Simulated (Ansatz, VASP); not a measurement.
**ZrB2: VASP beside Ansatz**

```
Zr B
1.0
     3.17000    0.00000    0.00000
    -1.58500    2.74530    0.00000
     0.00000    0.00000    3.53300
Zr B
1 2
Cartesian
  0.0000 0.0000 0.0000
  1.5850 0.9151 1.7665
  0.0000 1.8302 1.7665
```

Alike in both runs: task single point; functional PBEsol; k mesh 10 × 10 × 8; occupations gaussian, width 0.02 eV; no spin polarisation.

|  | VASP | Ansatz |
| --- | --- | --- |
| version | VASP 6.6.1 | Ansatz 0.2.0 |
| potentials or method | VASP PAW PBE potentials, release 64 (Zr_sv, B) | Ansatz PAW |
| plane-wave cutoff (eV) | 520 | 420 |
| valence electrons in the cell | 18 | 18 |

|  | VASP | Ansatz | Ansatz less VASP |
| --- | --- | --- | --- |
| gap on the k mesh at the Fermi level (eV) | none | none | - |
| pressure (GPa) | -3.8 | -4.1 | -0.32 |

A gap of «none» marks a metal or a gap that the smearing closes.

Caveats: the PAW data sets were made with another functional, which shifts forces and pressure a little (VASP); the PAW data sets come from PBE, with cores solved anew for the run's functional, which leaves a small shift of forces and pressure (Ansatz).
